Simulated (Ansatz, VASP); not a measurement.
## Two plane-wave programs on Re

```
Re
1.0
     0.00000    1.99475    1.97500
     1.99475    0.00000    1.97500
     1.99475    1.99475    0.00000
Re
1
Cartesian
  0.0000 0.0000 0.0000
```

Change from the starting cell: equal xx and yy strain of +1 %, PAW files.

Alike in both runs: task electric field gradients; functional LDA; k mesh 14 × 14 × 14; occupations fermi-dirac, width 0.03 eV; no spin polarisation.

```csv
,VASP,Ansatz
version,VASP 6.6.1,Ansatz 0.2.0
potentials or method,"VASP PAW LDA potentials, release 64 (Re)","PAW with Ansatz's default frozen-core files, scalar-relativistic"
plane-wave cutoff (eV),520,420
valence electrons in the cell,7,15
```

|  | VASP | Ansatz | Ansatz less VASP |
| --- | --- | --- | --- |
| pressure (GPa) | -28.9 | -29.4 | -0.53 |
| largest component of the traceless stress (GPa) | 1.03 | 1.03 | +0.003 |
| Vzz of the field gradient on the site that differs most (V/Å²) | 13.2 | 14.8 | +1.58 |

The two sets of potentials don't hold the same shells in valence. Ansatz warned: «gradients_without_spin_orbit».

Caveats: so large a pressure means that the cell lies far from this level's equilibrium, or that cutoff or potentials fall short (VASP). The runs have no spin-orbit coupling, so splittings on Re are missing.
